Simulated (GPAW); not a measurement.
# BN (Qingsongite): optical spectrum from first principles

Wanted: where BN (Qingsongite) starts to absorb, how strongly, and its refractive index.

Main program and level: GPAW 26.7.0; DFT, PBE, plane-wave PAW (GPAW data sets), scalar-relativistic, RPA, optical limit.

### 1. Starting point

Symmetry: F-43m, No. 216, cubic system. The conventional cell has a = 3.615 Å, b = 3.615 Å, c = 3.615 Å, α = 90.00°, β = 90.00°, γ = 90.00°. Nearest to N lie 4 B at 1.57 Å. Nearest to B lie 4 N at 1.57 Å. Farther neighbours and most contacts between anions are not listed.

Coordinates:

```cif
data_structure
_symmetry_space_group_name_H-M 'P 1'
_symmetry_Int_Tables_number 1
_cell_length_a 2.5562
_cell_length_b 2.5562
_cell_length_c 2.5562
_cell_angle_alpha 60.000
_cell_angle_beta 60.000
_cell_angle_gamma 60.000
_cell_volume 11.81
loop_
_atom_site_label
_atom_site_type_symbol
_atom_site_fract_x
_atom_site_fract_y
_atom_site_fract_z
_atom_site_occupancy
N1 N 0.75000 0.75000 0.75000 1
B2 B 0.00000 0.00000 0.00000 1
```

### 2. Dielectric function, RPA

Transitions between filled and empty bands, summed over the zone, give the optical response, so mesh, band count and broadening shape it.

The induced potential is part of this response.

Input file df.py:

```python
from gpaw.response.df import DielectricFunction

df = DielectricFunction('full.gpw', frequencies={'type': 'nonlinear', 'domega0': 0.03, 'omega2': 8},
                        ecut=50,
                        eta=0.15,
                        nbands=13,
                        txt='df.txt')
for direction in ['x', 'z']:
    df.get_dielectric_function(xc='RPA', direction=direction, filename=f'df_{direction}.csv')
```

On the command line:

```sh
OMP_NUM_THREADS=1 python df.py
```

Log:

```text
Using integrator: PointIntegrator
NonLinearFrequencyDescriptor(from 0.000 to 63.696 eV, 495 points)
Nonperiodic BCs:  [False False False]
Using integrator: PointIntegrator
NonLinearFrequencyDescriptor(from 0.000 to 63.696 eV, 495 points)
Nonperiodic BCs:  [False False False]

Calculating chi0 body with:
    Ground state adapter containing:
    Number of spins: 1
    Number of kpoints: 4096
    Number of irreducible kpoints: 145
    Number of completely occupied states: 4
    Number of partially occupied states: 4

    Linear response parametrization:
    q_c: [0.0, 0.0, 0.0]
    Number of frequency points: 495
    Planewave cutoff: 50.0
    Number of bands: 13
    Number of planewaves: 15
    Broadening (eta): 0.15

Integrating chi0 body.

Symmetries of q_c:
    Direct symmetries (Uq -> q): 24
    Indirect symmetries (TUq -> q): 24
In total 48 allowed symmetries.

145 groups of equivalent kpoints. 96.4599609375% reduction.

Integral kind: spectral function

Calculating chi0 optical extensions with:
    Ground state adapter containing:
    Number of spins: 1
    Number of kpoints: 4096
    Number of irreducible kpoints: 145
    Number of completely occupied states: 4
    Number of partially occupied states: 4

    Linear response parametrization:
    Number of frequency points: 495
    Planewave cutoff: 50.0
    Number of bands: 13
    Number of planewaves: 15
    Broadening (eta): 0.15
Integrating chi0 head and wings.

Symmetries of q_c:
    Direct symmetries (Uq -> q): 24
    Indirect symmetries (TUq -> q): 24
In total 48 allowed symmetries.

145 groups of equivalent kpoints. 96.4599609375% reduction.

Integral kind: spectral function wings
```

The job ended after 3.5 s (1 thread of Arm Neoverse V1, shared host; peak memory 0.2 GiB).

This step gave:

* electronic dielectric constant ε∞, mean over x, y and z (by symmetry where fewer were run): 4.525
* main peak of Im epsilon, first axis: 11.91 eV

Some rows of df_x.csv (energy; Re and Im without local fields; Re and Im with them):

```text
0.000000, 4.703867, -0.000000, 4.524954, -0.000000
0.429336, 4.708331, 0.003126, 4.529103, 0.002905
0.878195, 4.722629, 0.006451, 4.542389, 0.005994
1.347938, 4.748422, 0.010061, 4.566352, 0.009347
1.840057, 4.787903, 0.014071, 4.603024, 0.013068
2.356191, 4.844017, 0.018643, 4.655124, 0.017305
2.898142, 4.920806, 0.024011, 4.726379, 0.022274
3.467895, 5.023962, 0.030529, 4.822031, 0.028296
4.067647, 5.161785, 0.038758, 4.949704, 0.035883
4.699832, 5.346898, 0.049647, 5.120964, 0.045898
5.367152, 5.599603, 0.064929, 5.354361, 0.059908
6.072622, 5.955157, 0.088126, 5.681994, 0.081094
6.819608, 6.482090, 0.127679, 6.165974, 0.117039
7.611886, 7.341209, 0.210527, 6.951134, 0.191775
8.453705, 9.105923, 0.521575, 8.548421, 0.468011
9.349861, 11.690020, 3.562178, 10.920238, 3.164553
10.305790, 9.368545, 8.215516, 8.912256, 7.481451
11.327680, 7.413097, 12.225873, 7.254927, 11.058850
12.422601, -2.685676, 13.139342, -1.635146, 12.449041
13.598673, -2.782797, 5.742030, -2.360158, 5.711906
```

Values under the direct gap are tails of Lorentzian lines. The Im ε, E ∥ x or z by photon energy; read off at these points:

photon energy (eV), Im ε, E ∥ x or z and a bar:
```
      0.0        0.0 
      0.5        0.0 
      1.0        0.0 
      1.5        0.0 
      2.0        0.0 
      2.5        0.0 
      3.0        0.0 
      3.5        0.0 
      4.0        0.0 
      4.5        0.0 
      5.0        0.1 
      5.5        0.1 
      6.0        0.1 
      6.5        0.1 
      7.0        0.1 
      7.5        0.2 
      8.0        0.3 #
      8.5        0.5 #
      9.0        2.0 ####
      9.5        4.4 #########
     10.0        6.9 ###############
     10.5        7.7 ################
     11.0        8.8 ###################
     11.5       11.2 ########################
     12.0       14.2 ##############################
     12.5       11.5 ########################
     13.0        8.3 ##################
     13.5        6.3 #############
```

Re ε, E ∥ x or z against photon energy:

| photon energy (eV) | Re ε, E ∥ x or z |
| --- | --- |
| 0.0 | 4.53 |
| 0.5 | 4.53 |
| 1.0 | 4.55 |
| 1.5 | 4.58 |
| 2.0 | 4.62 |
| 2.5 | 4.67 |
| 3.0 | 4.74 |
| 3.5 | 4.83 |
| 4.0 | 4.93 |
| 4.5 | 5.06 |
| 5.0 | 5.22 |
| 5.5 | 5.41 |
| 6.0 | 5.64 |
| 6.5 | 5.94 |
| 7.0 | 6.31 |
| 7.5 | 6.81 |
| 8.0 | 7.53 |
| 8.5 | 8.69 |
| 9.0 | 10.3 |
| 9.5 | 11.4 |
| 10.0 | 10.2 |
| 10.5 | 8.87 |
| 11.0 | 8.64 |
| 11.5 | 7.10 |
| 12.0 | 2.47 |
| 12.5 | -2.03 |
| 13.0 | -2.63 |
| 13.5 | -2.49 |

Values under the direct gap are tails of Lorentzian lines. Table of Im ε, E ∥ x or z by photon energy; read off at these points:

| photon energy (eV) | without local fields | with local fields |
| --- | --- | --- |
| 0.00 | 0 | 0 |
| 0.50 | 0.00364 | 0.00339 |
| 1.00 | 0.00737 | 0.00685 |
| 1.50 | 0.0113 | 0.0105 |
| 2.00 | 0.0154 | 0.0143 |
| 2.50 | 0.0200 | 0.0186 |
| 3.00 | 0.0251 | 0.0233 |
| 3.50 | 0.0309 | 0.0287 |
| 4.00 | 0.0377 | 0.0349 |
| 4.50 | 0.0459 | 0.0425 |
| 5.00 | 0.0559 | 0.0517 |
| 5.50 | 0.0686 | 0.0633 |
| 6.00 | 0.0853 | 0.0785 |
| 6.50 | 0.108 | 0.0993 |
| 7.00 | 0.141 | 0.129 |
| 7.50 | 0.194 | 0.177 |
| 8.00 | 0.293 | 0.265 |
| 8.50 | 0.570 | 0.510 |
| 9.00 | 2.30 | 2.03 |
| 9.50 | 4.92 | 4.36 |
| 10.00 | 7.73 | 6.95 |
| 10.50 | 8.48 | 7.67 |
| 11.00 | 9.72 | 8.80 |
| 11.50 | 12.3 | 11.2 |
| 11.87 | 15.8 | 14.4 |
| 12.00 | 15.5 | 14.2 |
| 12.50 | 12.1 | 11.5 |
| 13.00 | 8.64 | 8.34 |
| 13.50 | 6.38 | 6.31 |

Values under the direct gap are tails of Lorentzian lines. Table of loss function −Im 1/ε at q → 0, E ∥ x or z by energy loss; read off at these points:

| energy loss (eV) | loss function −Im 1/ε at q → 0, E ∥ x or z |
| --- | --- |
| 0.0 | 0 |
| 0.5 | 1.6e-4 |
| 1.0 | 3.3e-4 |
| 1.5 | 5.0e-4 |
| 2.0 | 6.7e-4 |
| 2.5 | 8.5e-4 |
| 3.0 | 0.00104 |
| 3.5 | 0.00123 |
| 4.0 | 0.00144 |
| 4.5 | 0.00166 |
| 5.0 | 0.00190 |
| 5.5 | 0.00216 |
| 6.0 | 0.00246 |
| 6.5 | 0.00281 |
| 7.0 | 0.00324 |
| 7.5 | 0.00381 |
| 8.0 | 0.00468 |
| 8.5 | 0.00673 |
| 9.0 | 0.0185 |
| 9.5 | 0.0293 |
| 10.0 | 0.0457 |
| 10.5 | 0.0558 |
| 11.0 | 0.0579 |
| 11.5 | 0.0638 |
| 12.0 | 0.0685 |
| 12.5 | 0.0841 |
| 13.0 | 0.109 |
| 13.5 | 0.137 |

Reflectivity at normal incidence, E ∥ x or z against photon energy; read off at these points:

photon energy (eV), reflectivity at normal incidence, E ∥ x or z (%) and a bar from the least value:
```
     0.00       13.0 
     0.50       13.0 
     1.00       13.1 
     1.50       13.2 
     2.00       13.3 
     2.50       13.5 
     3.00       13.7 #
     3.50       14.0 #
     4.00       14.4 #
     4.50       14.8 ##
     5.00       15.3 ##
     5.50       15.9 ##
     6.00       16.6 ###
     6.50       17.5 ####
     7.00       18.6 #####
     7.50       19.9 ######
     8.00       21.7 #######
     8.50       24.4 ##########
     9.00       28.1 #############
     9.50       31.5 ################
    10.00       33.0 #################
    10.50       33.0 #################
    11.00       34.6 ##################
    11.50       38.1 #####################
    12.00       45.2 ###########################
    12.42       48.7 ##############################
    12.50       48.6 ##############################
    13.00       47.2 #############################
    13.50       45.3 ###########################
```

At chosen wavelengths:

| wavelength (nm) | n | k | R (%) | 1/α |
| --- | --- | --- | --- | --- |
| 1550 | 2.13 | 0.001 | 13.0 | 96 µm |
| 1064 | 2.13 | 0.002 | 13.1 | 45 µm |
| 800 | 2.14 | 0.003 | 13.2 | 25 µm |
| 633 | 2.15 | 0.003 | 13.3 | 15 µm |
| 532 | 2.16 | 0.004 | 13.4 | 11 µm |
| 450 | 2.17 | 0.005 | 13.6 | 7.4 µm |
| 365 | 2.19 | 0.006 | 14.0 | 4.6 µm |

Below the direct gap, k and the depth come from the tails of the Lorentzian lines, not from transitions.

### 3. Summary of results

| Property | Result |
| --- | --- |
| electronic dielectric constant ε∞, mean over x, y and z (by symmetry where fewer were run) (RPA) | 4.53 |
| main peak of Im epsilon, first axis | 11.9 eV |

**Reading.** At this level (PBE, RPA) BN has ε∞ = 4.53 and n = 2.13 at 1550 nm, and Im ε peaks at 11.9 eV. Local fields change the static value along x from 4.70 to 4.53 (-4 %). Excitons and phonon-assisted transitions are missing; PBE gaps are as a rule too small, which pulls the onset down and ε∞ up. The sum runs over mesh points, so small or evenly spaced maxima can still be ripples of the mesh.

[Machine, clock and banner lines and Python warnings are left out of the logs.]

[Logs are printed without paths, hosts, clocks, repeated set-up lines and the standing remarks that a program may print on its own settings, such as how far it seeks lower states.]

[Hosts, paths, dates, database ids (printed as entryN), source tags and the programs' standing remarks are cut or masked in the printed files.]
